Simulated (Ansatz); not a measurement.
# Strain response of Ag

The calculation used Ansatz 0.2.0, DFT PBEsol, scalar-relativistic, plane waves, PAW. (420 eV cutoff, 24×24×12 k-mesh, Gaussian smearing of 0.10 eV, no spin polarisation)

Reference structure (relaxed):

```yaml
crystal:
  lattice:
    - [2.86699, 0.00000, 0.00000]
    - [-1.43350, 2.48289, 0.00000]
    - [0.00000, 0.00000, 4.69083]
  atoms:
    - { symbol: Ag, position: [0.33333, 0.66667, 0.25000] }
    - { symbol: Ag, position: [0.66667, 0.33333, 0.75000] }
```

Deformation: c alone is stretched, the rest of the cell is held and the atoms relax, all within the symmetry that the strain leaves. Energies are extrapolated to zero smearing. On this cell's mesh the reference holds a stress of up to 0.23 GPa.

| strain (%) | ΔE (meV/atom) | a (Å) | b (Å) | c (Å) |
| --- | --- | --- | --- | --- |
| -3.0 | 10.6 | 2.867 | 2.867 | 4.550 |
| -2.0 | 4.7 | 2.867 | 2.867 | 4.597 |
| -1.0 | 1.2 | 2.867 | 2.867 | 4.644 |
| +0.0 | 0.0 | 2.867 | 2.867 | 4.691 |
| +1.0 | 0.8 | 2.867 | 2.867 | 4.738 |
| +2.0 | 3.5 | 2.867 | 2.867 | 4.785 |
| +3.0 | 7.8 | 2.867 | 2.867 | 4.832 |

Q: What stiffness (1/V) d²E/dε² at zero strain does a cubic fit over all points give?

A: A cubic fit gives (1/V) d²E/dε² = 196 GPa at zero strain (the elastic constant along c at held a and b).

This form isn't the element's structure at ambient conditions.